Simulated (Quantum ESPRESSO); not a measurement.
BN:

```
CELL_PARAMETERS angstrom
0.00000 1.81300 1.81300
1.81300 0.00000 1.81300
1.81300 1.81300 0.00000
ATOMIC_POSITIONS crystal
N 0.25000 0.25000 0.25000
B 0.00000 0.00000 0.00000
```

The cell is a database's computed one.

Base run:

- Program: Quantum ESPRESSO 7.5
- Functional: rev-vdW-DF2
- Potentials or basis: SG15 PBE 1.2
- Cutoff: 1197 eV
- Density cutoff: 4789 eV
- k mesh: 13 × 13 × 13
- Occupations: fermi-dirac, width 0.05 eV
- Spin: no spin polarisation

Its results: band gap on the k mesh 4.64 eV, indirect (least direct gap 8.80 eV); pressure -2.9 GPa.

Question: After a change of settings the same cell gave: band gap on the k mesh 4.35 eV, indirect (least direct gap 8.65 eV); pressure -4.4 GPa. Which change was it?
A. functional from rev-vdW-DF2 to r2SCAN; k mesh from 13 × 13 × 13 to 10 × 10 × 10
B. functional from rev-vdW-DF2 to AM05
C. functional from rev-vdW-DF2 to PBE
D. functional from rev-vdW-DF2 to SCAN; k mesh from 13 × 13 × 13 to 10 × 10 × 10

Answer: B.

Caveats: the potentials were made for another functional, which shifts forces and pressure.
